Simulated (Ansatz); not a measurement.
# SiO2: the cost of one run

Method: DFT RPBE, scalar-relativistic, plane waves, PAW, in Ansatz 0.2.0.

## 1. The starting structure

The structure is hexagonal, space group P6/mmm (No. 191). Conventional cell: a = 5.310 Å, b = 5.310 Å, c = 18.000 Å, α = 90.00°, β = 90.00°, γ = 120.00°. Si (site symmetry 3m) is surrounded by 4 O at 1.61 to 1.62 Å. O (site symmetry -6m2) has 2 Si at 1.62 Å as nearest neighbours. O (site symmetry 2mm) is surrounded by 2 Si at 1.61 Å.

Coordinates:

```
Si O
1.0
     5.31000    0.00000    0.00000
    -2.65500    4.59859    0.00000
     0.00000    0.00000   18.00000
Si O
4 8
Cartesian
  0.0000 3.0657 10.6200
  2.6550 1.5329 10.6200
  0.0000 3.0657 7.3800
  2.6550 1.5329 7.3800
  0.0000 3.0657 9.0000
  2.6550 1.5329 9.0000
  2.6550 0.0000 11.1200
  -1.3275 2.2993 11.1200
  1.3275 2.2993 11.1200
  2.6550 0.0000 6.8800
  -1.3275 2.2993 6.8800
  1.3275 2.2993 6.8800
```

## 2. Relaxing cell and atoms: SiO2, no spin

input.yaml

```yaml
crystal:
  lattice:
    - [5.31, 0.0, 0.0]
    - [-2.655, 4.5985948941, 0.0]
    - [0.0, 0.0, 18.0]
  atoms:
    - { symbol: Si, position: [0.3333333333, 0.6666666667, 0.59] }
    - { symbol: Si, position: [0.6666666667, 0.3333333333, 0.59] }
    - { symbol: Si, position: [0.3333333333, 0.6666666667, 0.41] }
    - { symbol: Si, position: [0.6666666667, 0.3333333333, 0.41] }
    - { symbol: O, position: [0.3333333333, 0.6666666667, 0.5] }
    - { symbol: O, position: [0.6666666667, 0.3333333333, 0.5] }
    - { symbol: O, position: [0.5, 0.0, 0.6177777778] }
    - { symbol: O, position: [0.0, 0.5, 0.6177777778] }
    - { symbol: O, position: [0.5, 0.5, 0.6177777778] }
    - { symbol: O, position: [0.5, 0.0, 0.3822222222] }
    - { symbol: O, position: [0.0, 0.5, 0.3822222222] }
    - { symbol: O, position: [0.5, 0.5, 0.3822222222] }
scf:
  occupations: { method: fixed }
output:
  forces: true
  stress: true
hamiltonian:
  xc: rpbe
kpoints:
  mp_grid: { grid: [4, 4, 1] }
relax:
  f_tol: 0.002
  cell: { stress_tol: 0.05, fix: [c, alpha, beta] }
```

Started as:

```console
$ ansatz run input.yaml --threads 4 --pin off --max-ram 14336MiB --backend cpu --events-out ev --progress --plain --runs-dir out
```

What time and memory should one allow on 4 threads of Intel Xeon Platinum 8488C (Sapphire Rapids), shared host?

About 9.7 s, with a peak of 0.75 GiB.
